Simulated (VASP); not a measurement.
# Ce (Fm-3m) in VASP: a series of runs

One crystal, Ce, is run at these levels: r2SCAN; tasks: single point.

Everything below comes from runs of VASP 6.6.1. Logs are shortened: lines on timing, memory, paths and dates and some standing lists are left out, and cuts for length are marked.

## 1. The crystal as given

The structure is cubic, space group Fm-3m (No. 225). The conventional cell has a = 5.161 Å, b = 5.161 Å, c = 5.161 Å, α = 90.00°, β = 90.00°, γ = 90.00°. Around Ce (site symmetry m-3m) lie 12 Ce at 3.65 Å.

## 2. Single point, r2SCAN, collinear spin, ferromagnetic start

Input file INCAR:

```
  PREC = Accurate
  ENCUT = 350
  EDIFF = 1E-6
  ISMEAR = 1
  SIGMA = 0.15
  LREAL = False
  LASPH = True
  NELM = 100
  ALGO = Normal
  ISIF = 2
  LWAVE = False
  LCHARG = False
  ISPIN = 2
  MAGMOM = 1
  LORBIT = 11
  LMAXMIX = 6
  METAGGA = R2SCAN
  LMIXTAU = True
  NBANDS = 16
  ADDGRID = False
```

Input file KPOINTS:

```
Automatic mesh
0
Gamma
  5 5 5
```

Input file POSCAR:

```
Ce
1.0
   -0.0014590000      2.6450560000      2.5959010000
    2.4929090000     -0.0085020000      2.6029440000
    2.4890890000      2.6482780000     -0.0046820000
Ce
1
Direct
    0.0101940000     -0.0185160000      0.0163130000
```

Potentials or basis: VASP PAW PBE potentials, release 64 (Ce).

On the command line:

```console
$ cat potpaw_PBE.64/Ce/POTCAR > POTCAR
$ mpirun -np 1 vasp_std > vasp.out
```

OUTCAR:

```text
PREC = Accurate
   ENCUT = 350
   EDIFF = 1E-6
   ISMEAR = 1
   LREAL = False
   LASPH = True
   NELM = 100
   ISIF = 2
   ISPIN = 2
   LORBIT = 11
   METAGGA = R2SCAN

 Found     63 irreducible k-points:

 Following reciprocal coordinates:
            Coordinates               Weight
  0.000000  0.000000  0.000000      1.000000
  0.200000  0.000000  0.000000      2.000000
  0.400000  0.000000  0.000000      2.000000
  0.000000  0.200000 -0.000000      2.000000
  0.200000  0.200000  0.000000      2.000000
  0.400000  0.200000  0.000000      2.000000
   k-points           NKPTS =     63   k-points in BZ     NKDIM =     63   number of bands    NBANDS=     16
   number of dos      NEDOS =    301   number of ions     NIONS =      1
   total plane-waves  NPLWV =  13824
   dimension x,y,z NGX =    24 NGY =   24 NGZ =   24
   dimension x,y,z NGXF=    48 NGYF=   48 NGZF=   48
   ions per type =               1
   NGX,Y,Z   is equivalent  to a cutoff of  10.77, 11.07, 10.98 a.u.
   NGXF,Y,Z  is equivalent  to a cutoff of  21.53, 22.14, 21.96 a.u.
 SYSTEM =  unknown system
   PREC   = accura    normal or accurate (medium, high low for compatibility)
   ISTART =      0    job   : 0-new  1-cont  2-samecut
   ICHARG =      2    charge: 1-file 2-atom 10-const
   ISPIN  =      2    spin polarized calculation?
   LNONCOLLINEAR =      F non collinear calculations
   LSORBIT =      F    spin-orbit coupling
   LASPH  =      T    aspherical Exc in radial PAW
   ENCUT  =  350.0 eV  25.72 Ry    5.07 a.u.   5.65  5.50  5.54*2*pi/ulx,y,z
   NELM   =    100;   NELMIN=  2; NELMDL= -5     # of ELM steps
   EDIFF  = 0.1E-05   stopping-criterion for ELM
   LREAL  =      F    real-space projection
   EDIFFG = 0.1E-04   stopping-criterion for IOM
   NSW    =      0    number of steps for IOM
   IBRION =     -1    ionic relax: 0-MD 1-quasi-New 2-CG
   NFREE  =      0    steps in history (QN), initial steepest desc. (CG)
   ISIF   =      2    stress and relaxation
   ISYM   =      2    0-nonsym 1-usesym 2-fastsym
   POTIM  = 0.5000    time-step for ionic-motion
   TEBEG  =    0.0;   TEEND  =   0.0 temperature during run
   PSTRESS=    0.0 pullay stress
   NELECT =      12.0000    total number of electrons
   NUPDOWN=      -1.0000    fix difference up-down
   EMIN   =  10.00;   EMAX   =-10.00  energy-range for DOS
   EFERMI =   0.00;   METHOD = LEGACY
   ISMEAR =     1;   SIGMA  =   0.15  broadening in eV -4-tet -1-fermi 0-gaus
   EFERMI_NEDOS =   21; number of points for ismear=-14 and -15
   IALGO  =     38    algorithm
   IMIX   =      4    mixing-type and parameters
     AMIX     =   0.40;   BMIX     =  1.00
     AMIX_MAG =   1.60;   BMIX_MAG =  1.00
  volume/ion in A,a.u.               =      34.37       231.95
  Fermi-wavevector in a.u.,A,eV,Ry     =   1.152757  2.178395 18.080093  1.328849
  Thomas-Fermi vector in A             =   2.289406
   LORBIT       =     11    0 simple, 1 ext, 2 COOP (PROOUT), +10 PAW based schemes
   METAGGA = R2SCAN    functional components
   LHFCALC =     F    Hartree Fock is set to
   AEXX    =    0.0000 exact exchange contribution
   IVDW    =     0    specifies the selected vdW correction
   LEPSILON=     F    determine dielectric tensor
   LRPA    =     F    only Hartree local field effects (RPA)
 spin polarized calculation
 Methfessel and Paxton  Order N= 1 SIGMA  =   0.15
  energy-cutoff  :      350.00
  volume of cell :       34.37
 maximum number of plane-waves:       521
   NGX = 11   NGY = 11   NGZ = 11

 number of electron      12.0000000 magnetization      -0.0000017

 number of electron      12.0000000 magnetization       0.0002449

 Free energy of the ion-electron system (eV)
  ---------------------------------------------------
  ext. energy  EPLUGINS =         0.00000000
  ---------------------------------------------------
  free energy    TOTEN  =       -30.56430747 eV

  energy without entropy =      -30.57202426  energy(sigma->0) =      -30.56687974

 E-fermi :   6.8385     XC(G=0): -10.7716

 val. band max:        6.8101518958   @ k =   0.4000   0.2000   0.2000
 cond. band min:       6.8709030594   @ k =  -0.2000   0.2000  -0.0000
 fundamental gap:      0.0607511636
 Fermi energy:         6.8384586996

 spin component 1

 k-point     1 :       0.0000    0.0000    0.0000
  band No.  band energies     occupation
      1     -29.1451      1.00000
      2     -10.6841      1.00000
      3     -10.6681      1.00000
      4     -10.6574      1.00000
      5       3.5317      1.00000
      6       6.7200      0.98731
[... 8 lines left out ...]
     15       9.0126     -0.00000
     16      10.8553      0.00000

 k-point     2 :       0.2000    0.0000    0.0000
  band No.  band energies     occupation
      1     -29.0719      1.00000
      2     -11.2164      1.00000
      3     -10.7639      1.00000
      4     -10.7086      1.00000
      5       4.6130      1.00000
      6       6.6285      1.03179
[... 8 lines left out ...]
     15       9.4203     -0.00000
     16      10.9401      0.00000

 k-point     3 :       0.4000    0.0000    0.0000
  band No.  band energies     occupation
      1     -28.9498      1.00000
      2     -12.0113      1.00000
      3     -10.8927      1.00000
      4     -10.7831      1.00000
      5       5.1669      1.00000
      6       6.8946      0.20641
[... 8 lines left out ...]
     15       9.4077     -0.00000
     16      12.6187      0.00000

 k-point     4 :       0.0000    0.2000   -0.0000
  band No.  band energies     occupation
      1     -29.0732      1.00000
      2     -11.2210      1.00000
      3     -10.7520      1.00000
      4     -10.7072      1.00000
      5       4.6060      1.00000
      6       6.6290      1.03190
[... 8 lines left out ...]
     15       9.3850     -0.00000
     16      10.9657      0.00000

 k-point     5 :       0.2000    0.2000    0.0000
  band No.  band energies     occupation
      1     -29.0498      1.00000
      2     -11.1993      1.00000
      3     -10.8643      1.00000
      4     -10.8269      1.00000
      5       4.9519      1.00000
      6       6.4030      1.00016
[... 8 lines left out ...]
     15       9.9314      0.00000
     16      10.1129      0.00000

 k-point     6 :       0.4000    0.2000    0.0000
  band No.  band energies     occupation
      1     -28.9439      1.00000
      2     -11.7749      1.00000
      3     -11.0442      1.00000
      4     -10.9514      1.00000
      5       5.7298      1.00000
      6       6.5485      1.00986
[... 8 lines left out ...]
     15      10.1816      0.00000
     16      12.5614      0.00000

 [... further k-points ...]

 spin component 2

 k-point     1 :       0.0000    0.0000    0.0000
  band No.  band energies     occupation
      1     -29.1449      1.00000
      2     -10.6839      1.00000
      3     -10.6683      1.00000
      4     -10.6574      1.00000
      5       3.5316      1.00000
      6       6.7205      0.98644
[... 8 lines left out ...]
     15       9.0125     -0.00000
     16      10.8554      0.00000

 k-point     2 :       0.2000    0.0000    0.0000
  band No.  band energies     occupation
      1     -29.0718      1.00000
      2     -11.2165      1.00000
      3     -10.7635      1.00000
      4     -10.7087      1.00000
      5       4.6130      1.00000
      6       6.6290      1.03189
[... 8 lines left out ...]
     15       9.4201     -0.00000
     16      10.9401      0.00000

 k-point     3 :       0.4000    0.0000    0.0000
  band No.  band energies     occupation
      1     -28.9497      1.00000
      2     -12.0115      1.00000
      3     -10.8923      1.00000
      4     -10.7832      1.00000
      5       5.1667      1.00000
      6       6.8958      0.20125
[... 8 lines left out ...]
     15       9.4077     -0.00000
     16      12.6185      0.00000

 k-point     4 :       0.0000    0.2000   -0.0000
  band No.  band energies     occupation
      1     -29.0731      1.00000
      2     -11.2210      1.00000
      3     -10.7522      1.00000
      4     -10.7068      1.00000
      5       4.6059      1.00000
      6       6.6293      1.03197
[... 8 lines left out ...]
     15       9.3850     -0.00000
     16      10.9657      0.00000

 k-point     5 :       0.2000    0.2000    0.0000
  band No.  band energies     occupation
      1     -29.0497      1.00000
      2     -11.1993      1.00000
      3     -10.8643      1.00000
      4     -10.8268      1.00000
      5       4.9518      1.00000
      6       6.4031      1.00016
[... 8 lines left out ...]
     15       9.9312      0.00000
     16      10.1128      0.00000

 k-point     6 :       0.4000    0.2000    0.0000
  band No.  band energies     occupation
      1     -28.9437      1.00000
      2     -11.7749      1.00000
      3     -11.0442      1.00000
      4     -10.9513      1.00000
      5       5.7298      1.00000
      6       6.5483      1.00983
[... 8 lines left out ...]
     15      10.1815      0.00000
     16      12.5614      0.00000

 [... further k-points ...]
[... 5 lines left out ...]
  --------------------------------------------------------------------------------------
  -------------------------------------------------------------------------------------
  Total       -1.1555907     -1.7318466     -1.5933485      0.0128625      0.0281333     -0.0055094
  in kB      -53.8669647    -80.7286868    -74.2727081      0.5995754      1.3114108     -0.2568175
  external PRESSURE =     -69.6227866 kB  Pullay stress =       0.0000000 kB

 VOLUME and BASIS-vectors are now :
 -----------------------------------------------------------------------------
  energy-cutoff  :      350.00
  volume of cell :       34.37
      direct lattice vectors                 reciprocal lattice vectors
    -0.001459000  2.645056000  2.595901000    -0.200555131  0.188840357  0.192693816
     2.492909000 -0.008502000  2.602944000     0.200373936 -0.187990534  0.191662869
     2.489089000  2.648278000 -0.004682000     0.200954406  0.188389733 -0.191844065

 POSITION                                       TOTAL-FORCE (eV/Angst)
 -----------------------------------------------------------------------------------
      2.48734      0.06182      2.58113         0.000000      0.000000     -0.000000
 -----------------------------------------------------------------------------------
    total drift:                                0.000004      0.000002      0.000004

  FREE ENERGIE OF THE ION-ELECTRON SYSTEM (eV)
  ---------------------------------------------------
  free  energy   TOTEN  =       -30.5643074724 eV

  energy  without entropy=      -30.5720242602  energy(sigma->0) =      -30.56687974

 total charge

# of ion       s       p       d       f       tot
--------------------------------------------------
    1        2.098   5.647   0.995   0.930   9.669

 magnetization (x)

# of ion       s       p       d       f       tot
--------------------------------------------------
    1       -0.000  -0.000  -0.000   0.001   0.000
```

Run time: 3.7 min. Hardware: 1 thread of AMD EPYC 9R45 (Zen 5), shared host; peak memory 0.16 GiB.

The run converged, but some of its settings lie outside the range that counts as converged, so its numbers aren't taken as properties of the crystal.

What came out:

* Free energy: -30.5643 eV
* Pressure: -7.0 GPa
* Band gap on the k mesh: none (metal or under the smearing width)
* Net moment: 0.00 μB per cell
* Valence electrons inside the program's atomic spheres: Ce 9.67

Caveat: the k mesh is coarse (spacing up to 0.42 Å⁻¹), so the values aren't converged; the magnetic or orbital state may not be the lowest; the PAW data sets were made with another functional, which shifts forces and pressure a little; spin-orbit coupling is left out, which moves the levels of the heavy elements.

## 3. Single point, r2SCAN, collinear spin, ferromagnetic start

INCAR, as its differences from that of step 2:

```diff
@@ -1,3 +1,3 @@
   PREC = Accurate
-  ENCUT = 350
+  ENCUT = 550
   EDIFF = 1E-6
```

Input file KPOINTS:

```
Automatic mesh
0
Gamma
  4 4 4
```

Input file POSCAR:

```
Ce
1.0
    0.0000000000      2.5806000000      2.5806000000
    2.5806000000      0.0000000000      2.5806000000
    2.5806000000      2.5806000000      0.0000000000
Ce
1
Direct
    0.0000000000      0.0000000000      0.0000000000
```

Potentials or basis: VASP PAW PBE potentials, release 64 (Ce).

On the command line:

```console
$ cat potpaw_PBE.64/Ce/POTCAR > POTCAR
$ mpirun -np 1 vasp_std > vasp.out
```

It took 2.3 min on 1 thread of AMD EPYC 9R45 (Zen 5), shared host; peak memory 0.17 GiB.

The run converged, but some of its settings lie outside the range that counts as converged, so its numbers aren't taken as properties of the crystal.

Results:

| Quantity | Value |
| --- | --- |
| Free energy | -30.6051 eV |
| Pressure | -0.8 GPa |
| Band gap on the k mesh | none (metal or under the smearing width) |
| Net moment | 2.12 μB per cell |
| Site moments | Ce +1.42 μB |
| Valence electrons inside the program's atomic spheres | Ce 9.77 |

Caveat: the k mesh is coarse (spacing up to 0.53 Å⁻¹), so the values aren't converged; the magnetic or orbital state may not be the lowest; the PAW data sets were made with another functional, which shifts forces and pressure a little; spin-orbit coupling is left out, which moves the levels of the heavy elements.

[end of part 1 of 2]
